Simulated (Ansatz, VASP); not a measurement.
ZnSe: VASP beside Ansatz

File INCAR:

```
SYSTEM = ZnSe
PREC = Accurate ; ENCUT = 520
EDIFF = 1E-8 ; ISMEAR = -1
SIGMA = 0.03 ; LREAL = .False.
LASPH = .True. ; NELM = 80
ALGO = Normal ; ISIF = 2
LWAVE = .False. ; LCHARG = .False.
GGA = PE ; LEFG = .True.
NBANDS = 16
```

Contents of KPOINTS:

```
Automatic mesh
0
Gamma
  8 8 8
  0 0 0
```

Contents of POSCAR:

```
ZnSe
1.0
    0.0000000000      2.8618592506      2.8618592506
    2.8618592506      0.0000000000      2.8618592506
    2.8618592506      2.8618592506      0.0000000000
Zn Se
1 1
Direct
    0.0000000000      0.0000000000      0.0000000000
    0.7500000000      0.7500000000      0.7500000000
```

Input for Ansatz:

```yaml
crystal:
  lattice:
    - [0.0, 2.8618592506, 2.8618592506]
    - [2.8618592506, 0.0, 2.8618592506]
    - [2.8618592506, 2.8618592506, 0.0]
  atoms:
    - { symbol: Zn, position: [0.0, 0.0, 0.0] }
    - { symbol: Se, position: [0.75, 0.75, 0.75] }
kpoints:
  mp_grid: { grid: [8, 8, 8] }
scf:
  occupations: { method: fermi_dirac, width: 0.03 }
hamiltonian:
  xc: pbe
  pseudopotentials: { kind: paw }
output:
  forces: true
  stress: true
  eigenvalues: true
  efg: { contact_densities: true }
```

Change from the starting cell: volume scaled by 1.03, PAW files.

Alike in both runs: task electric field gradients; functional PBE; k mesh 8 × 8 × 8; occupations fermi-dirac, width 0.03 eV; no spin polarisation.

|  | VASP | Ansatz |
| --- | --- | --- |
| version | VASP 6.6.1 | Ansatz 0.2.0 |
| potentials or method | VASP PAW PBE potentials, release 64 (Zn, Se) | PAW with Ansatz's default frozen-core files, scalar-relativistic |
| plane-wave cutoff (eV) | 520 | 420 |
| valence electrons in the cell | 18 | 28 |

VASP gave:

| Quantity | Value |
| --- | --- |
| gap on the k mesh at the Fermi level (eV) | 1.17 |
| pressure (GPa) | 0.5 |
| Vzz of the field gradient on the site that differs most (V/Å²) | 0.0 |

**Question.** What did Ansatz give for the same quantities?

**Answer.** gap on the k mesh at the Fermi level (eV): 1.17; pressure (GPa): 0.3; Vzz of the field gradient on the site that differs most (V/Å²): 0.0.

The functional is the same, so the differences come from potentials, cutoffs and numerics. The two sets of potentials don't hold the same shells in valence.
